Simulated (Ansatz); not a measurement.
## Two-dimensional strain map in Rb

These are results of DFT PBE, scalar-relativistic, plane waves, PAW in Ansatz 0.2.0, not measurements. Cutoff 420 eV, Γ-centred 12×12×12 k-points, Gaussian smearing of 0.15 eV. No spin polarisation. Energies are free energies at this smearing, counted from the undisturbed cell; pressure is positive in compression.

Reference structure (as given, not relaxed at this level; it stands at 0.1 GPa):

```xyz
1
Lattice="-2.8060 2.8060 2.8060 2.8060 -2.8060 2.8060 2.8060 2.8060 -2.8060" Properties=species:S:1:pos:R:3 pbc="T T T"
Rb    0.0000    0.0000    0.0000
```

The cell is strained by p along both x and y and by q along z, fractional coordinates fixed. Points are written (p, q).

Energy above the undisturbed cell in meV/atom (a dash: not computed):

```csv
p \ q,-0.050,-0.025,0.000,0.025,0.050
-0.050,29.5,21.3,14.7,?,5.6
-0.025,?,–,–,–,–
0.000,?,–,0.0,–,-0.5
0.050,0.3,–,2.6,–,8.9
```

(1) Fill in the withheld energies.

## Answers

(1) (-0.050, 0.025): 9.5; (-0.025, -0.050): 14.5; (0.000, -0.050): 5.1.